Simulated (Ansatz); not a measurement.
A plane-wave DFT run in Ansatz 0.2.0 (scalar-relativistic PAW potentials unless the input names others): input and command.

```yaml
crystal:
  lattice:
    - [3.2772030397, 0.0, 0.0]
    - [-1.6386015198, 2.8381410857, 0.0]
    - [0.0, 0.0, 13.1626004129]
  atoms:
    - { symbol: Mo, position: [0.3333333333, 0.6666666667, 0.25] }
    - { symbol: Mo, position: [0.6666666667, 0.3333333333, 0.75] }
    - { symbol: Se, position: [0.3333333333, 0.6666666667, 0.6255933459] }
    - { symbol: Se, position: [0.6666666667, 0.3333333333, 0.1255933459] }
    - { symbol: Se, position: [0.3333333333, 0.6666666667, 0.8744066541] }
    - { symbol: Se, position: [0.6666666667, 0.3333333333, 0.3744066541] }
  symmetry: { detect: false }
basis:
  ecutwfc: 500
kpoints:
  mp_grid: { grid: [6, 6, 1] }
hamiltonian:
  xc: r2scan
scf:
  occupations: { method: gaussian, width: 0.02 }
  algorithm: density_mixing
output:
  forces: true
  eigenvalues: true
  stress: true
relax:
  adjacent_minimum: "off"
  f_tol: 0.01
  max_steps: 30
  cell: { stress_tol: 0.1, fix: [volume] }
```

```bash
ansatz run input.yaml --threads 2 --pin off --max-ram 5120MiB --backend cpu --events-out ev --progress --plain --runs-dir out
```

Abridged log:
```
Basis set: ecut = 500 eV, 3065 PW (Γ), exchange–correlation on 96×96×384 points (64 copies of the dense FFT grid, shifted against one another)
Bands: 56, of which v1, the nominal top of the filled ones, is band 46 counted from 1 (45 counted from 0)
Symmetry: 1 space group operations
k-points: 20 of 36 (time reversal used)
SCF iter   1: F=—  HF=-31852.042915 eV  |F-HF|=—  |Δ(HF+E_count)|=         —  Δρ=1.23e-2  dr2=3.80e-1  dr2_τ=6.63e-2  ethr=1.77e-3  ⟨swp⟩=6.3  Hψ=3951  notcnv=0  defer=1
SCF iter   2: F=—  HF=-31852.082111 eV  |F-HF|=—  |Δ(HF+E_count)|=   3.92e-2  Δρ=5.30e-3  dr2=3.94e-2  dr2_τ=1.95e-2  ethr=4.13e-4  ⟨swp⟩=2.3  Hψ=1741  notcnv=0  defer=42
SCF iter   3: F=—  HF=-31852.082891 eV  |F-HF|=—  |Δ(HF+E_count)|=   7.80e-4  Δρ=2.97e-3  dr2=4.06e-3  dr2_τ=2.84e-4  ethr=4.28e-5  ⟨swp⟩=2.0  Hψ=1474  notcnv=0  defer=42
SCF iter   4: F=—  HF=-31852.087775 eV  |F-HF|=—  |Δ(HF+E_count)|=   4.88e-3  Δρ=3.75e-4  dr2=2.75e-4  dr2_τ=2.28e-5  ethr=4.42e-6  ⟨swp⟩=2.0  Hψ=2116  notcnv=0  defer=42
SCF iter   5: F=—  HF=-31852.087523 eV  |F-HF|=—  |Δ(HF+E_count)|=   2.51e-4  Δρ=2.10e-4  dr2=6.20e-5  dr2_τ=3.71e-6  ethr=2.99e-7  ⟨swp⟩=2.0  Hψ=1957  notcnv=0  defer=42
SCF iter   6: F=—  HF=-31852.087498 eV  |F-HF|=—  |Δ(HF+E_count)|=   2.48e-5  Δρ=8.35e-5  dr2=1.91e-5  dr2_τ=1.81e-6  ethr=6.74e-8  ⟨swp⟩=2.0  Hψ=1958  notcnv=0  defer=42
SCF iter   7: F=—  HF=-31852.087497 eV  |F-HF|=—  |Δ(HF+E_count)|=   1.24e-6  Δρ=4.00e-5  dr2=3.62e-6  dr2_τ=3.05e-7  ethr=2.07e-8  ⟨swp⟩=2.1  Hψ=1349  notcnv=0  defer=42
SCF iter   8: F=—  HF=-31852.087497 eV  |F-HF|=—  |Δ(HF+E_count)|=   1.80e-7  Δρ=1.10e-5  dr2=1.92e-7  dr2_τ=5.96e-9  ethr=3.93e-9  ⟨swp⟩=2.0  Hψ=1878  notcnv=0  defer=42
   ...
SCF iter   7: F=-31852.126283 eV  HF=-31852.126283 eV  |F-HF|=9.24e-8  |Δ(HF+E_count)|=   3.91e-7  Δρ=1.07e-5  dr2=2.55e-7  dr2_τ=1.06e-8  ethr=6.52e-10  ⟨swp⟩=3.1  Hψ=4477  notcnv=0
SCF 3 converged in 7 iterations: F = -31852.126283 eV  dr2 = 2.55e-7
relax step   3: F+E_penalty+E_count = -31852.12628252 eV  Δ(F+E_penalty+E_count) = -3.308e-2 eV  max|allowed force component| = 8.894e-3 eV/Å  Δτ_max = 0.0402 Å  P = +2.329 GPa  Ω = 122.428 Å³  energy of the carried Pulay correction = -1.011e-17 eV  fix = [volume]  reactions: volume +2.329 GPa (7 SCF iters, dr2 threshold 6.00e-7 eV, accepted)
Basis set: ecut = 500 eV, 3059 PW (Γ), exchange–correlation on 100×100×384 points (64 copies of the dense FFT grid, shifted against one another)
Initial wavefunctions: pseudopotential atomic-orbital guess (no wavefunctions were taken with the density)
SCF iter   1: F=—  HF=-31852.126296 eV  |F-HF|=—  |Δ(HF+E_count)|=         —  Δρ=4.53e-5  dr2=3.16e-7  dr2_τ=2.67e-7  ethr=1.92e-8  ⟨swp⟩=4.1  Hψ=7469  notcnv=0
SCF iter   2: F=—  HF=-31852.126305 eV  |F-HF|=—  |Δ(HF+E_count)|=   8.81e-6  Δρ=2.35e-5  dr2=1.15e-7  dr2_τ=1.69e-7  ethr=3.44e-10  ⟨swp⟩=2.0  Hψ=2000  notcnv=0
SCF iter   3: F=—  HF=-31852.126308 eV  |F-HF|=—  |Δ(HF+E_count)|=   2.74e-6  Δρ=9.27e-6  dr2=5.38e-8  dr2_τ=2.35e-8  ethr=1.25e-10  ⟨swp⟩=2.0  Hψ=1397  notcnv=0
SCF iter   4: F=—  HF=-31852.126308 eV  |F-HF|=—  |Δ(HF+E_count)|=   4.12e-7  Δρ=2.25e-6  dr2=9.63e-9  dr2_τ=1.14e-9  ethr=5.84e-11  ⟨swp⟩=2.0  Hψ=1440  notcnv=0
SCF iter   5: F=—  HF=-31852.126308 eV  |F-HF|=—  |Δ(HF+E_count)|=   1.06e-8  Δρ=1.76e-6  dr2=9.26e-10  dr2_τ=9.85e-10  ethr=1.05e-11  ⟨swp⟩=3.0  Hψ=2042  notcnv=0
SCF iter   6: F=—  HF=-31852.126308 eV  |F-HF|=—  |Δ(HF+E_count)|=   1.79e-8  Δρ=3.48e-7  dr2=3.75e-10  dr2_τ=3.21e-11  ethr=1.00e-12  ⟨swp⟩=5.0  Hψ=3604  notcnv=0
SCF iter   7: F=-31852.126308 eV  HF=-31852.126308 eV  |F-HF|=1.46e-11  |Δ(HF+E_count)|=  2.98e-10  Δρ=7.53e-8  dr2=5.46e-12  dr2_τ=1.04e-12  ethr=1.00e-12  ⟨swp⟩=4.0  Hψ=3258  notcnv=0
SCF 4 converged in 7 iterations: F = -31852.126308 eV  dr2 = 5.46e-12
WARN: the relaxation ended near the 24 symmetry operations of its rattled start. A stable structure does so, and so can a saddle point along a move or strain that wasn't checked. `relax.random_displacement` or `relax.escape_saddle: true` tries the moves, and a distorted `crystal.lattice` a strain
SCF converged after 7 iterations
Free energy (F): -31852.126308 eV
Harris-Foulkes:  -31852.126308 eV  (|F-HF|=1.46e-11)
Internal energy: -31852.126308 eV  (E = F + TS)
E sigma→0 (E₀):  -31852.126308 eV
Fermi energy:    12.582694 eV
--- Forces (eV/Å), atoms counted from 1 ---
  atom   1  Mo     0.00005221    -0.00128194    -0.00089456
  atom   2  Mo    -0.00010207     0.00050616     0.00023118
  atom   3  Se     0.00016690    -0.00144802     0.00846380
  atom   4  Se     0.00005594     0.00175876     0.00846508
  atom   5  Se    -0.00009442    -0.00151371    -0.00743156
  atom   6  Se    -0.00007837     0.00197929    -0.00883466
--- Stress (GPa, compression-positive) ---
        2.346362      -0.000385      -0.001841
       -0.000385       2.382734       0.000523
       -0.001841       0.000523       2.258550
  P = ⅓ Tr σ = 2.3292 GPa (23.292 kbar)
--- Relaxed structure (3 steps of the walk, 3 accepted, 1 SCFs on fresh bases) ---
  F+E_penalty+E_count = -31852.12630812 eV   max|allowed force component| = 8.835e-3 eV/Å   (the final SCF, on the basis selected at the relaxed cell)
  cell:  # Å, volume = 122.4275 Å³
    - [3.29334820, 9.16947741e-6, 0.00011254]
    - [-1.64666616, 2.85161375, -8.09836407e-5]
    - [0.00045201, -0.00011461, 13.03616885]
  atoms:
    - { symbol: Mo, position: [0.33367482, 0.66688349, 0.25028765] }
    - { symbol: Mo, position: [0.66844936, 0.33637123, 0.75018878] }
    - { symbol: Se, position: [0.33513936, 0.66969873, 0.62302644] }
    - { symbol: Se, position: [0.66702735, 0.33352464, 0.12312059] }
    - { symbol: Se, position: [0.33509385, 0.66972115, 0.87735094] }
    - { symbol: Se, position: [0.66697119, 0.33353503, 0.37745125] }
```

Apart from outputs and empty bands, the input differs from a reference run on usual settings in kpoints.mp_grid.grid: [12, 12, 2] → [6, 6, 1]; scf.algorithm: not typed → "density_mixing"; crystal.symmetry: not typed → {"detect": false}. The reference, at the same start, ended its own course with pressure 1.95 GPa, largest force 0.000 eV/Å, gap on the mesh 1.00 eV. This run converged in 32 SCF iterations over all its steps (reference: 38) with an energy at zero smearing 5.56 meV/atom above the reference's, pressure 2.33 GPa, largest force 0.009 eV/Å, gap on the mesh 1.02 eV. Its k mesh is looser than usual, and the result moved.

It took 61 s on 2 threads of Arm Neoverse V2 (shared host), peak memory 0.63 GiB.